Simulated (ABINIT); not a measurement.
AgBr:

```
CELL_PARAMETERS angstrom
0.00000 2.87015 2.87015
2.87015 0.00000 2.87015
2.87015 2.87015 0.00000
ATOMIC_POSITIONS crystal
Ag 0.00000 0.00000 0.00000
Br 0.50000 0.50000 0.50000
```

Base run:

```yaml
Program: ABINIT 10.8.3 (patched build)
Functional: LDA
Potentials_or_basis: JTH PAW LDA v2.0
Cutoff: 463 eV
k_mesh: 6 × 6 × 6
Occupations: fermi-dirac, width 0.05 eV
Spin: no spin polarisation
```

Its results: band gap on the k mesh 0.37 eV, indirect (least direct gap 2.30 eV); pressure -4.2 GPa.

Question: The run is repeated on the same cell with these changes: k mesh from 6 × 6 × 6 to 5 × 5 × 5. What comes out?

Answer: Band gap on the k mesh 0.51 eV, indirect (least direct gap 2.29 eV); pressure -4.2 GPa.

Caveats: an odd mesh through Γ misses points on the zone boundary, where band edges often lie (some runs).
